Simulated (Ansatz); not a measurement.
# Relativistic treatment of HfC

```xyz
2
Lattice="0.0000 2.3250 2.3250 2.3250 0.0000 2.3250 2.3250 2.3250 0.0000" Properties=species:S:1:pos:R:3 pbc="T T T"
Hf    2.3250    2.3250    2.3250
C     0.0000    0.0000    0.0000
```

Atom numbers follow the list: Hf1, C2.

The cell is COD entry 1539502, as deposited and not checked against the literature; nothing was relaxed.

One fixed cell is solved with PBE by full-potential LAPW in Ansatz 0.2.0 under different relativistic treatments. Pressure is positive in compression.

The runs use a Γ-centred 15×15×15 k mesh, Fermi–Dirac smearing of 0.05 eV, basis error target 1 meV/atom, no spin polarisation.

```json
{"setting": "scalar-relativistic", "P (GPa)": "0.25"}
{"setting": "non-relativistic", "P (GPa)": "?"}
{"setting": "with spin–orbit coupling", "P (GPa)": "?"}
{"setting": "scalar-relativistic, point nuclei", "P (GPa)": "0.25"}
```

Question: Fill in "P (GPa)" for the row "non-relativistic".

Answer: 11.86.

Question: What belongs in the row "with spin–orbit coupling", column "P (GPa)"?

Answer: -0.38.
